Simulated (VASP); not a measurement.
KTaO$_{3}$ in VASP 6.6.1, single-point calculation

INCAR

```
LASPH = .TRUE.
NELM = 120
NSW = 0
METAGGA = MS2
SIGMA = 0.01
IBRION = -1
ISIF = 2
EDIFF = 1E-7
ENCUT = 520
ISMEAR = 0
LWAVE = .FALSE.
LCHARG = .FALSE.
NBANDS = 31
PREC = Accurate
LREAL = .FALSE.
```

KPOINTS

```
KPOINTS created by Atomic Simulation Environment
0
Gamma
6 6 6
0 0 0
```

POSCAR

```
K  Ta O
 1.0000000000000000
     3.9901311115727016    0.0000000000000000    0.0000000000000000
     0.0000000000000000    3.9901311115727016    0.0000000000000000
     0.0000000000000000    0.0000000000000000    3.9901311115727016
 K   Ta  O
   1   1   3
Cartesian
 -0.0000000000000000 -0.0000000000000000 -0.0000000000000000
  1.9950655557863506  1.9950655557863506  1.9950655557863506
  1.9950655557863506  1.9950655557863506  0.0000000000000000
  1.9950655557863506 -0.0000000000000000  1.9950655557863506
  0.0000000000000000  1.9950655557863506  1.9950655557863506
```

The recommended PBE PAW datasets give the neutral cell 38 valence electrons.

Command

```
mpirun -np 1 vasp_std
```

Q: How does this run end, and what does it give?

A: It converged. Results: gap between bands v and c on the k mesh 2.30 eV; least direct gap on the k mesh 2.94 eV; pressure 0.6 GPa. Band v is the last that the valence electrons fill when counted band by band, and c is the next.

OSZICAR

```
N       E                     dE             d eps       ncg     rms          rms(c)
DAV:   1     0.269562557564E+03    0.26956E+03   -0.19622E+04  1240   0.119E+03
DAV:   2    -0.605255244799E+02   -0.33009E+03   -0.31649E+03  1419   0.355E+02
DAV:   3    -0.789103962529E+02   -0.18385E+02   -0.18158E+02  1825   0.799E+01
DAV:   4    -0.793939903166E+02   -0.48359E+00   -0.48132E+00  1659   0.110E+01
DAV:   5    -0.794004520231E+02   -0.64617E-02   -0.64613E-02  1494   0.124E+00    0.387E+01
DAV:   6    -0.361461876168E+02    0.43254E+02   -0.33829E+01  1669   0.486E+01    0.121E+01
DAV:   7    -0.365754738916E+02   -0.42929E+00   -0.28635E+00  1472   0.122E+01    0.680E+00
DAV:   8    -0.366040462148E+02   -0.28572E-01   -0.20355E-01  1760   0.329E+00    0.459E+00
DAV:   9    -0.366056018424E+02   -0.15556E-02   -0.12428E-01  1718   0.294E+00    0.102E+00
DAV:  10    -0.366039651194E+02    0.16367E-02   -0.81092E-03  1788   0.625E-01    0.409E-01
DAV:  11    -0.366064919738E+02   -0.25269E-02   -0.98396E-03  1706   0.643E-01    0.237E-01
DAV:  12    -0.366064324791E+02    0.59495E-04   -0.26855E-04  1872   0.109E-01    0.187E-01
DAV:  13    -0.366061228369E+02    0.30964E-03   -0.65531E-04  1627   0.149E-01    0.631E-02
DAV:  14    -0.366061125822E+02    0.10255E-04   -0.22467E-04  1656   0.880E-02    0.405E-02
DAV:  15    -0.366061203764E+02   -0.77942E-05   -0.44576E-05  1778   0.408E-02    0.182E-02
DAV:  16    -0.366061246208E+02   -0.42444E-05   -0.13470E-05  1794   0.248E-02    0.904E-03
DAV:  17    -0.366061273925E+02   -0.27717E-05   -0.87574E-07  1617   0.717E-03    0.494E-03
DAV:  18    -0.366061283060E+02   -0.91344E-06   -0.14643E-07  1226   0.278E-03    0.150E-03
DAV:  19    -0.366061284800E+02   -0.17403E-06   -0.62623E-08   844   0.189E-03    0.551E-04
DAV:  20    -0.366061287172E+02   -0.23721E-06   -0.25312E-08   880   0.111E-03    0.317E-04
DAV:  21    -0.366061286445E+02    0.72722E-07   -0.59815E-09   725   0.544E-04
   1 F= -.36606129E+02 E0= -.36606129E+02  d E =-.295259E-17
```

For comparison, a separate PBEsol run of the intended cell, on usual settings and not on those above, gives a gap of 2.08 eV on its mesh and a pressure of 0.0 GPa.
